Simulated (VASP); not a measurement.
# LiF under changes of volume

One of the cells (8.552 Å³/atom); the others are scaled copies at fixed shape and fractional positions:

```
CELL_PARAMETERS angstrom
2.57648 0.00000 0.00000
0.00000 2.57648 0.00000
0.00000 0.00000 2.57648
ATOMIC_POSITIONS crystal
F 0.50000 0.50000 0.50000
Li 0.00000 0.00000 0.00000
```

Measurements of this composition are mostly on another form, of space group No. 225.

* Program: VASP 6.6.1
* Functional: PBE
* Potentials or basis: VASP PAW PBE potentials, release 64 (F, Li_sv)
* Cutoff: 520 eV
* k mesh: 10 × 10 × 10
* Occupations: fermi-dirac, width 0.05 eV
* Spin: no spin polarisation

```csv
volume (Å³/atom),energy over the lowest point (meV/atom),gap on the mesh (eV)
7.881,6.55,8.04
8.049,2.45,7.85
8.216,?,?
8.552,0.00,7.35
8.719,1.96,7.20
8.887,5.04,7.06
```

**Question.** What does the run at 8.216 Å³/atom give?

**Answer.** Energy over the lowest point 0.09 meV/atom; gap on the mesh 7.68 eV.

Worked out: A Birch-Murnaghan fit of order 3 (a polynomial in V^(-2/3)) to the other rows has its minimum at 8.39 Å³/atom with B0 = V·E''(V) = 68 GPa and B' = 4.3. It gives 0.11 meV/atom at 8.216 Å³/atom, against the run's 0.09. A straight line through the other rows of the gap, of slope -8.17 eV per unit of ln V, gives 7.69 eV, against the run's 7.68.

Energies are extrapolated to zero smearing.

Caveats: the cutoff is under 1.25 times the usual one of these potentials, so pressure, stress and relaxed cells hold a basis-set (Pulay) error.

A mesh can miss the band edges.
